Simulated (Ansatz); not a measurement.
**FeO: from a first guess to the relaxed zincblende type**

First guess:

```xyz
2
Lattice="0.0000 2.2323 2.2323 2.2323 0.0000 2.2323 2.2323 2.2323 0.0000" Properties=species:S:1:pos:R:3 pbc="T T T"
Fe    0.0000    0.0000    0.0000
O     1.1161    1.1161    1.1161
```

All numbers below come from DFT, PBE, PAW with Ansatz's default frozen-core files, scalar-relativistic (Ansatz 0.2.0).

Cell and atoms relax within the symmetry of the start on a 13×13×13 k mesh with 0.08 eV Fermi–Dirac smearing, from parallel moments.

The start is built from a prototype, known or not as a phase of this compound; the cutoff is 420 eV.

Semilocal functionals without U often leave such compounds metallic or with too small a gap, and the real magnetic order may differ.

The magnetic state is the one reached from parallel moments; other orders may lie lower.

**Question.** What is the pressure of the first guess?

**Answer.** 15.64 GPa.

**Question.** What does it relax to?

**Answer.** a = 4.602 Å, b = 4.602 Å, c = 4.602 Å, α = 90.00°, β = 90.00°, γ = 90.00° (conventional cell), 12.18 Å³ per atom:
```xyz
2
Lattice="0.0000 2.3011 2.3011 2.3011 0.0000 2.3011 2.3011 2.3011 0.0000" Properties=species:S:1:pos:R:3 pbc="T T T"
Fe    0.0000    0.0000    0.0000
O     1.1506    1.1506    1.1506
```

**Question.** How much energy does the relaxation release?

**Answer.** 48 meV/atom.

**Question.** What moment does the relaxed primitive cell (2 atoms) carry?

**Answer.** 4.01 μB.
